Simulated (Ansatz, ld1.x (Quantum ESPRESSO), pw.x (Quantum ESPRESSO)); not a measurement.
**Equation-of-state test of one PAW potential (Hf (Z = 72))**

| Item | Value |
| --- | --- |
| Element | hafnium (Hf) |
| Generator | ld1.x (Quantum ESPRESSO) 7.5 |
| Type | PAW |
| Functional | PBE |
| Relativity | scalar-relativistic |
| Frozen core | [Kr] 4d10 4f14 |
| Valence charge | 12 |
| Reference configuration | 5s2 5p6 5d2 6s2 6p0 |
| Partial waves | 5s (bound): rcut 1.70, rcutus 2.15 bohr; 6s (bound): rcut 1.70, rcutus 2.15 bohr; 5p (bound): rcut 1.75, rcutus 2.10 bohr; 6p (bound, empty): rcut 1.75, rcutus 2.10 bohr; 5d (bound): rcut 2.40, rcutus 2.95 bohr; 5d channel at 0.45 Ry: rcut 2.40, rcutus 2.95 bohr |
| Local potential | all-electron potential smoothed inside 2.85 bohr (lloc = -2) |
| Core correction | Bessel-smoothed model core inside 1.05 bohr |
| Augmentation charge | BESSEL, radius 1.60 bohr |

Crystal test: fcc Hf in pw.x 7.5, no spin, 13³ k-points, Fermi–Dirac smearing 0.01 Ry, cutoffs 45/360 Ry. The reference is all-electron LAPW (Ansatz 0.2.0) with the same functional, mesh and smearing; V0 and B0 come from Birch–Murnaghan fits to the pressures at five volumes. Errors are pseudo minus all-electron; Δ is the rms difference of the E(V) curves that follow from these fits, minima aligned, over ±6 % about the mean V0. Mesh and smearing are coarse, so the numbers serve the comparison and aren't converged zero-temperature values; the lattice is a test structure that the element need not adopt.

| V (Å³/atom) | P all-electron (GPa) | P pseudo (GPa) |
| --- | --- | --- |
| 21.547 | 5.40 | 6.37 |
| 22.114 | 2.43 | 3.27 |
| 22.681 | -0.23 | 0.49 |
| 23.248 | -2.62 | -2.00 |
| 23.815 | -4.76 | -4.24 |

All-electron: a0 = 4.490 Å (V0 = 22.63 Å³/atom), B0 = 101.6 GPa.

Pseudopotential: mean pressure error (GPa): +0.73; a0 (Å): 4.500; a0 error (%): +0.23; B0 error (%): +2.0; Δ (meV/atom): 3.6. Atomic configuration tests: test run stopped at test 1 of 7 (negative rho).

Task: At the middle volume, how do free energy and pressure move when the wave cutoff is lowered (ecutrho held at 360 Ry)?

Result:

```tsv
cutoff (Ry)	shift of F (meV/atom)	shift of P (GPa)
20	+471.0	-8.35
27	+53.8	-1.85
36	+7.9	+0.11
```

The run at the middle volume (84 k-points, 9 iterations) took about 16 s on one core of a shared host (Neoverse-V1, 32 threads, 247 GiB, load 46).
